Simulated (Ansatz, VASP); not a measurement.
Al: VASP beside Ansatz

```xyz
1
Lattice="-1.6693 1.6693 1.4376 1.6693 -1.6693 1.4376 1.6693 1.6693 -1.4376" Properties=species:S:1:pos:R:3 pbc="T T T"
Al    0.0000    0.0000    0.0000
```

Alike in both runs: task single point; functional PBE; k mesh 22 × 22 × 22; occupations gaussian, width 0.15 eV; no spin polarisation.

|  | VASP | Ansatz |
| --- | --- | --- |
| version | VASP 6.6.1 | Ansatz 0.2.0 |
| potentials or method | VASP PAW PBE potentials, release 64 (Al) | scalar-relativistic, plane waves, PAW |
| plane-wave cutoff (eV) | 520 | 420 |
| valence electrons in the cell | 3 | 3 |

```tsv
	VASP	Ansatz	Ansatz less VASP
gap on the k mesh at the Fermi level (eV)	none	none	-
pressure (GPa)	4.4	4.4	+0.03
largest component of the traceless stress (GPa)	1.10	1.08	-0.018
```

A gap of «none» marks a metal or a gap that the smearing closes.
